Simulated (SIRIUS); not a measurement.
# Y in SIRIUS: convergence with density tol

The system is Y.

```
Y
1.0
     3.64740    0.00000    0.00000
    -1.82370    3.15874    0.00000
     0.00000    0.00000    5.73060
Y
2
Direct
  0.66667 0.33333 0.75000
  0.33333 0.66667 0.25000
```

| Property | Result |
| --- | --- |
| Program | SIRIUS 7.10.0 |
| Task | single point |
| Functional | PBE |
| Potentials or basis | SPMS 1.0 PBE (norm-conserving) |
| Cutoff | 983 eV |
| Density cutoff | 3932 eV |
| k mesh | 8 × 8 × 5 |
| Occupations | gaussian, width 0.05 eV |
| Spin | no spin polarisation |

These are the settings of the first run; the series varies density tol, with any setting tied to it.

Hardware: 1 thread of Arm Neoverse V1 (shared host).

```tsv
density tol	energy less the tightest run, at zero smearing (meV/atom)	SCF cycles	CPU time (s)	peak memory (GiB)
0.01	0.00	16	62	0.42
0.001	0.00	16	62	0.42
0.0001	0.00	16	62	0.42
1e-05	0.00	16	62	0.42
1e-06	0.00	16	61	0.42
1e-07	0.00	16	62	0.42
```

Against the tightest run, the energy stays within 1 meV/atom from 0.01 on. The tightest run that finished is the yardstick and may itself not be fully converged.
